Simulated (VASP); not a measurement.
A run of VASP 6.6.1 is set up as follows.

The input INCAR:

```
SYSTEM = BN
PREC = Accurate
ENCUT = 520
EDIFF = 1E-8
ISMEAR = 0
SIGMA = 0.02
LREAL = .FALSE.
LASPH = .TRUE.
NELM = 80
ALGO = Normal
ISIF = 2
LWAVE = .FALSE.
LCHARG = .FALSE.
GGA = PE
IVDW = 12
NBANDS = 16
IBRION = 6
NFREE = 2
POTIM = 0.015
NSW = 1
```

File KPOINTS:

```
Automatic mesh
0
G
  9 9 4
  0 0 0
```

POSCAR

```
BN                                      
1.0
    2.4899876349      0.0000000000      0.0000000000
   -1.2449938174      2.1563925421      0.0000000000
    0.0000000000      0.0000000000      6.5413781215
  B               N             
     2     2
Direct
     0.3333333300000021    0.6666666699999979    0.2500000000000000
     0.6666666699999979    0.3333333300000021    0.7500000000000000
     0.3333333300000021    0.6666666699999979    0.7500000000000000
     0.6666666699999979    0.3333333300000021    0.2500000000000000
```

Potentials or basis: VASP PAW PBE potentials, release 64 (B, N).

Launch:

```console
$ cat potpaw_PBE.64/B/POTCAR potpaw_PBE.64/N/POTCAR > POTCAR
$ mpirun -np 1 vasp_std > vasp.out
```

(1) Predict the dispersion energy per atom.

(2) What does it give for the highest phonon frequency at Γ, LO-TO splitting left out?

Answers

(1) -0.145 eV.

(2) 1389 cm⁻¹.
